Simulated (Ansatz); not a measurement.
An Ansatz input:

```yaml
crystal:
  lattice:
    - [-1.5265669048, 1.5265669048, 1.5265669048]
    - [1.5265669048, -1.5265669048, 1.5265669048]
    - [1.5265669048, 1.5265669048, -1.5265669048]
  atoms:
    - { symbol: Ru, position: [0.0, 0.0, 0.0], spin: 1.0 }
hamiltonian:
  xc: pbe
  pseudopotentials:
    kind: paw
    azcp:
      Ru: "pseudopotentials/Ru.paw.azcp"
basis:
  ecutwfc: 420
  fft_grid_basis: typed
kpoints:
  mp_grid: { grid: [24, 24, 24], shift: [0, 0, 0] }
magnetization:
  spin_polarized: true
scf:
  occupations: { method: fermi_dirac, width: 0.05 }
```

Output

```
Engine: ansatz 0.2.0, aarch64-unknown-linux-gnu
Pseudopotentials: kind: paw
Pseudopotential: Ru, paw, valence charge 16, recommended cutoff 420 eV (normal) 
Functional definition: PBE
  parameter kappa = 0.804
  parameter beta = 0.06672455060314922
  exchange = pbe_x(kappa = kappa, mu = beta*pi^2/3)
  correlation = pbe_c(beta = beta)
Crystal: 1 atoms, lattice volume = 14.230 Å³
Basis set: ecut = 420 eV, 321 PW (Γ)
Bands: 13, of which v1, the nominal top of the filled ones, is band 8 counted from 1 (7 counted from 0)
Symmetry: 48 space group operations
Space group: Im-3m (ITA 229), of the structure as read, at distance tolerance 2.4e-5 Å
Magnetic group: BNS 229.140 (UNI 1642), of the structure as read, at distance tolerance 2.4e-5 Å
k-points: 413 of 13824
Non-local potential: Ru, projectors of the file, l = 0: 3, l = 1: 2, l = 2: 2, l = 3: 1
PAW form: soft (Blöchl's): semilocal exchange-correlation on the pseudo side does not see the compensation charge
PAW one-centre angular grid: Ru, 590 points (default); XC on 64 Gauss nodes
Initial density: superposition of atomic densities (chi_scale 0.1, normalization cell)
Starting moments: Σ|m| = 1 μB on 1 of 1 site
Initial wavefunctions: pseudopotential atomic-orbital guess
Functional: x = pbe(κ = 0.804, μ = 0.2195149727645171), c = pbe(β = 0.06672455060314922)
SCF iter   1: F=—  HF=-5879.073960 eV  |F-HF|=—  |Δ(HF+E_count)|=         —  Δρ=8.79e-2 (↑8.79e-2 ↓4.12e-2)  dr2=1.80e0  dr2_m=1.98e-1  M=0.245 μB ∫|m|=0.245 μB  β_m=0.30  ethr=3.10e-3  ⟨swp⟩=5.6  Hψ=57023  notcnv=0
Mixer restart at iter 1: flushing history
SCF iter   2: F=—  HF=-5878.174838 eV  |F-HF|=—  |Δ(HF+E_count)|=   8.99e-1  Δρ=4.02e-2 (↑4.02e-2 ↓2.33e-2)  dr2=2.12e-1  dr2_m=8.16e-2  M=0.273 μB ∫|m|=0.273 μB  β_m=0.39  ethr=3.10e-3  ⟨swp⟩=2.8  Hψ=26494  notcnv=0  defer=174
SCF iter   3: F=—  HF=-5878.073643 eV  |F-HF|=—  |Δ(HF+E_count)|=   1.01e-1  Δρ=1.56e-2 (↑1.48e-2 ↓1.56e-2)  dr2=1.02e-2  dr2_m=2.27e-2  M=0.242 μB ∫|m|=0.242 μB  β_m=0.69  ethr=1.32e-3  ⟨swp⟩=2.2  Hψ=17522  notcnv=0  defer=174
SCF iter   4: F=—  HF=-5878.070541 eV  |F-HF|=—  |Δ(HF+E_count)|=   3.10e-3  Δρ=3.94e-3 (↑3.94e-3 ↓2.87e-3)  dr2=3.29e-4  dr2_m=1.39e-3  M=0.139 μB ∫|m|=0.142 μB  β_m=0.85  ethr=6.36e-5  ⟨swp⟩=2.4  Hψ=20869  notcnv=0  defer=174
SCF iter   5: F=—  HF=-5878.070540 eV  |F-HF|=—  |Δ(HF+E_count)|=   1.09e-6  Δρ=2.18e-3 (↑1.47e-3 ↓2.18e-3)  dr2=8.38e-5  dr2_m=4.29e-4  M=0.092 μB ∫|m|=0.095 μB  β_m=0.92  ethr=2.06e-6  ⟨swp⟩=2.0  Hψ=17423  notcnv=0  defer=174
SCF iter   6: F=—  HF=-5878.070688 eV  |F-HF|=—  |Δ(HF+E_count)|=   1.47e-4  Δρ=5.78e-4 (↑5.40e-4 ↓5.78e-4)  dr2=7.64e-7  dr2_m=4.02e-5  M=0.031 μB ∫|m|=0.032 μB  β_m=0.96  ethr=5.24e-7  ⟨swp⟩=2.0  Hψ=17643  notcnv=0  defer=174
...
SCF 1 converged in 11 iterations: F = -5878.070720 eV  dr2 = 4.11e-14
...
SCF 2 converged in 19 iterations: F = -5878.070720 eV  dr2 = 2.37e-12
Initial density: read from a saved state, or passed on in memory by an earlier SCF of this step, an earlier step, the calling program or the single point that the run made first
Starting moments: Σ|m| = 1 μB on 1 of 1 site; this step starts from the density that it was given
iter 1 solved again at ethr=3.01e-11 eV; its pass at ethr=6.25e-6 eV (dr2=4.82e-9 eV) is discarded
SCF iter   1: F=—  HF=-5878.070720 eV  |F-HF|=—  |Δ(HF+E_count)|=         —  Δρ=1.63e-8 (↑6.57e-9 ↓1.63e-8)  dr2=3.60e-14  dr2_m=6.44e-15  M=-0.000 μB ∫|m|=0.000 μB  ethr=3.01e-11  ⟨swp⟩=1.0  Hψ=123402  notcnv=0
eigensolver tolerance schedule: the retry pair's looser diagonalisation over-reported the residual by 131184.23 of it (diagonalisation noise at 1.72 of the residual, at the tolerance the schedule requests for it); recorded, not acted on — ethr = c·dr2/N_el stays at c = 1.0e-1
SCF iter   2: F=—  HF=-5878.047825 eV  |F-HF|=—  |Δ(HF+E_count)|=   2.29e-2  Δρ=9.54e-3 (↑9.54e-3 ↓6.40e-3)  dr2=1.78e-3  dr2_m=7.99e-3  M=0.816 μB ∫|m|=0.828 μB  ethr=6.25e-6  ⟨swp⟩=1.0  Hψ=70152  notcnv=0
SCF iter   3: F=—  HF=-5878.070719 eV  |F-HF|=—  |Δ(HF+E_count)|=   2.29e-2  Δρ=1.50e-4 (↑1.28e-4 ↓1.50e-4)  dr2=4.92e-6  dr2_m=1.32e-6  M=-0.006 μB ∫|m|=0.006 μB  ethr=6.25e-6  ⟨swp⟩=1.0  Hψ=27133  notcnv=0
an SCF towards Hund's moment on open shells that bore less, with the run's symmetry operations kept, reached no lower state that the run goes on to. This is no proof of a minimum
WARN: the starting moments were not kept: the SCF closed with an absolute magnetisation of 1.0e-6 μB, where they sum to 1 μB in size (1 site). That is at most 0.1 of that sum. Measured as dr2_m measures the in/out step, that magnetisation stands 6.3e-13 eV from none, at or under the dr2_threshold of 1.0e-7 eV: it is no larger than a step whose dr2_m would equal this threshold. The system may hold no moment; this SCF shows only that its start led to no more than that. To try another start: raise the starting moments (crystal.atoms[].spin, magnetization.per_species, magnetization.initial_magnetization, or on a non-collinear deck that types none of these the spinor_matrix: blocks that start its atoms; where the total moment is fixed, keep their sum and leave initial_magnetization as it is; typed ones take the place of any that the run laid by itself, positive ones on a crystal's lanthanoids without a Hubbard term where scf.initial_density.shell_occupations: [] is typed) or, if the notice of its spin-set hold's release reads "site moments contracting" or "site moments show no strong build", lengthen the hold (scf.mixing.spin_hold: { on: { confirm: 4 } }; for m-r²SCAN on two components see the key's manual first). Each may lead to a state that holds a moment. A second SCF, from the converged charge density, with the starting moments and any scf.initial_density.shell_occupations laid on it anew, would have followed, and was not run: the deck does not ask for one (magnetization.retry_lost_moments is false, the default). To let it run, set magnetization.retry_lost_moments: true and run the deck again, where that key's refused combinations let it; where memory then withholds it, that run's warning says so.
SCF converged after 11 iterations
Magnetization: -0.0000 μB (8.0000 up, 8.0000 down)
Absolute magnetization: 0.0000 μB (∫|ρ↑−ρ↓|, with the PAW one-centre terms)
Spin contamination: 0.0000 ħ² per cell (⟨S²⟩ above its minimum at these occupations)
Per-site moments (μB) at R_I (Å): [(-9.617438879615288e-7, 1.090687719110039)]
Free energy (F): -5878.070720 eV
Harris-Foulkes:  -5878.070720 eV  (|F-HF|=1.82e-12)
Internal energy: -5878.054763 eV  (E = F + TS)
E sigma→0 (E₀):  -5878.062742 eV
Entropy (-TS):   -0.015958 eV (-15.958 meV/atom)
Fermi energy:    22.356826 eV
--- Per-component energies (eV) ---
  E_band       = -70.134977
  E_kinetic    = 513.539652
  E_local      = -1308.085879  (includes V_loc(G=0)·N_el)
  E_nonlocal   = 344.015261
  E_hartree    = 420.443161
  E_xc         = -189.966740
  E_vxc        = -238.432675  (∫ρ·V_xc dr)
  E_paw        = -3461.021331  (= ΣΔE_a)
  E_vpaw       = -222.057480  (= ΣTr[D̂ρ^β])
  E_aug_tail   = -0.000187  (compensation charges beyond the density's cutoff)
  E_ewald      = -2196.978701
  E_smearing   = -0.015958  (= −TS)
  E_closure    = 0.000000  (closes the sum)
  Σ components = -5878.070720   (vs F -5878.070720, Δ=0.00e0)
```
